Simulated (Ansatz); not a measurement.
# TiO2 (Anatase): the cost of one run

Program: Ansatz 0.2.0. Level of theory: DFT, plane waves, PAW, no spin polarisation. These are calculated values, not measurements.

### Step 1. The structure to begin with

The cell holds 6 atoms (O4Ti2): a = 5.486 Å, b = 5.486 Å, c = 5.486 Å, α = 139.72°, β = 139.72°, γ = 58.28°.

Structure file:

```cif
data_structure
_symmetry_space_group_name_H-M 'P 1'
_symmetry_Int_Tables_number 1
_cell_length_a 5.4860
_cell_length_b 5.4860
_cell_length_c 5.4860
_cell_angle_alpha 139.721
_cell_angle_beta 139.721
_cell_angle_gamma 58.278
_cell_volume 68.39
loop_
_atom_site_label
_atom_site_type_symbol
_atom_site_fract_x
_atom_site_fract_y
_atom_site_fract_z
_atom_site_occupancy
Ti1 Ti 0.00000 0.00000 0.00000 1
Ti2 Ti 0.75000 0.25000 0.50000 1
O1 O 0.20729 0.20729 0.00000 1
O2 O 0.95729 0.45729 0.50000 1
O3 O 0.54271 0.04271 0.50000 1
O4 O 0.79271 0.79271 0.00000 1
```

### Step 2. Run 1: PBEsol

File input.yaml:

```yaml
crystal:
  lattice:
    - [-1.8888993355, 1.8888993355, 4.7917223787]
    - [1.8888993355, -1.8888993355, 4.7917223787]
    - [1.8888993355, 1.8888993355, -4.7917223787]
  atoms:
    - { symbol: Ti, position: [0.0, 0.0, 0.0] }
    - { symbol: Ti, position: [0.75, 0.25, 0.5] }
    - { symbol: O, position: [0.2072852706, 0.2072852706, 0.0] }
    - { symbol: O, position: [0.9572852706, 0.4572852706, 0.5] }
    - { symbol: O, position: [0.5427147294, 0.0427147294, 0.5] }
    - { symbol: O, position: [0.7927147294, 0.7927147294, 0.0] }
kpoints:
  mp_grid: { grid: [6, 6, 6] }
hamiltonian:
  xc: pbesol
scf:
  occupations: { method: fermi_dirac, width: 0.146 }
md:
  ensemble: nve
  temperature: 1700
  timestep: 2.0
  n_steps: 20
  initial_velocities: maxwell_boltzmann
  seed: 6768
```

Run with:

```sh
$ ansatz run input.yaml --threads 4 --pin off --max-ram 4608MiB --backend cpu --events-out ev --progress --plain --runs-dir out
```

Q: Estimate wall time and peak memory on 4 threads of Arm Neoverse N1, shared host.

About 2.8 min, with a peak of 0.58 GiB.
